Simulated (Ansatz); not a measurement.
GeO$_{2}$:
Space group P4₂/mnm (No. 136); a = b = 4.412 Å, c = 2.871 Å, α = β = γ = 90.00°

```json
[
 {"atom": "Ge", "site": "2a", "symmetry": "m.mm", "x": "0.0000", "y": "0.0000", "z": "0.0000"},
 {"atom": "O", "site": "4f", "symmetry": "m.2m", "x": "0.3060", "y": "0.3060", "z": "0.0000"}
]
```

Relaxed with r²SCAN. 

HSE06 on this cell (Ansatz, a program for electronic structure, PAW) gives a gap of 3.72 eV. What does r²SCAN give?

2.49 eV.

Cost on shared cores: the r²SCAN run (SCF on a 6×6×10 mesh, then bands and DOS) very roughly 70 core-seconds, the HSE06 run (SCF on 4×4×6, then a few points) very roughly 2.2 core-minutes; the tasks are unlike.

Space group P4_2/mnm (rutile). Symmetry was held in the r²SCAN relaxation; of distortions, only those at the zone centre were tested. Scalar-relativistic: spin–orbit coupling is off unless named, which matters more the heavier the elements.

Potentials: the earlier of the program's two PAW sets.

Ansatz is a plane-wave DFT program.
